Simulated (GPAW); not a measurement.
Set up this calculation in GPAW 26.7.0, as an ASE script.

```
Task                : equation of state
Functional          : PBEsol
Potentials or basis : PAW data sets generated in the run's folder for this functional
Cutoff              : 600 eV
Basis               : pw
k mesh              : 10 × 10 × 3
Occupations         : fermi-dirac, width 0.05 eV
Spin                : no spin polarisation
Ranks               : 4
Maxiter             : 150
Eos scales          : [0.94, 0.96, 0.98, 1.0, 1.02, 1.04, 1.06]
```

Crystal: MoS2.

```
Mo S
1.0
     3.16900    0.00000    0.00000
    -1.58450    2.74443    0.00000
     0.00000    0.00000   12.32400
Mo S
2 4
Direct
  0.66667 0.33333 0.75000
  0.33333 0.66667 0.25000
  0.66667 0.33333 0.37700
  0.33333 0.66667 0.87700
  0.66667 0.33333 0.12300
  0.33333 0.66667 0.62300
```

One way to write it, as run:

run.py

```python
from ase import Atoms
from ase.eos import EquationOfState
from ase.io import Trajectory
from ase.units import GPa
from ase.parallel import parprint
from gpaw import GPAW, PW, setup_paths

setup_paths.insert(0, '.')

atoms = Atoms(['Mo', 'Mo', 'S', 'S', 'S', 'S'],
              cell=[[3.169, 0.0, 0.0],
                    [-1.5845, 2.7444345046, 0.0],
                    [0.0, 0.0, 12.324]],
              scaled_positions=[[0.6666666667, 0.3333333333, 0.75],
                                [0.3333333333, 0.6666666667, 0.25],
                                [0.6666666667, 0.3333333333, 0.377],
                                [0.3333333333, 0.6666666667, 0.877],
                                [0.6666666667, 0.3333333333, 0.123],
                                [0.3333333333, 0.6666666667, 0.623]],
              pbc=True)

traj = Trajectory('eos.traj', 'w')
volumes, energies = [], []
for x in [0.94, 0.96, 0.98, 1.0, 1.02, 1.04, 1.06]:
    a = atoms.copy()
    a.set_cell(atoms.cell * x**(1 / 3), scale_atoms=True)
    calc = GPAW(mode=PW(600),
                xc='PBEsol',
                kpts={'size': (10, 10, 3), 'gamma': True},
                occupations={'name': 'fermi-dirac', 'width': 0.05},
                nbands=46,
                convergence={'density': 1e-05, 'energy': 1e-05},
                maxiter=150,
                txt=f'eos-{x:.2f}.txt')
    a.calc = calc
    energies.append(a.get_potential_energy(force_consistent=True))
    volumes.append(a.get_volume())
    p = -a.get_stress()[:3].mean() / GPa
    calc.write(f'eos-{x:.2f}.gpw')
    traj.write(a)
    parprint(f'{x:.2f} {volumes[-1]:10.4f} A^3 {energies[-1]:14.6f} eV {p:9.3f} GPa', flush=True)

v0, e0, B = EquationOfState(volumes, energies, eos='birchmurnaghan').fit()
parprint(f'V0 = {v0:.4f} A^3, E0 = {e0:.6f} eV, B0 = {B / GPa:.2f} GPa')
```

Potentials or basis: PAW data sets generated in the run's folder for this functional, pw.

The run is started by

```console
$ gpaw-setup -f PBEsol Mo S
$ OMP_NUM_THREADS=1 mpirun -n 4 gpaw python run.py
```

It gave:

```yaml
Equilibrium_volume: 17.51 Å³/atom
Bulk_modulus_at_fixed_shape_and_positions: 156 GPa
Pressure_derivative_of_the_bulk_modulus: 4.4
```

Caveat: the cell was scaled at fixed shape and fractional positions, which overstates the stiffness of a crystal with free parameters, most of all of layers and chains; this functional lacks dispersion, which binds the layers, so the pressure and a relaxed spacing across them are unreliable.

Run time: 3.2 min on 4 MPI ranks on Arm Neoverse V2, with other jobs on the host, peak memory 0.42 GiB a rank.
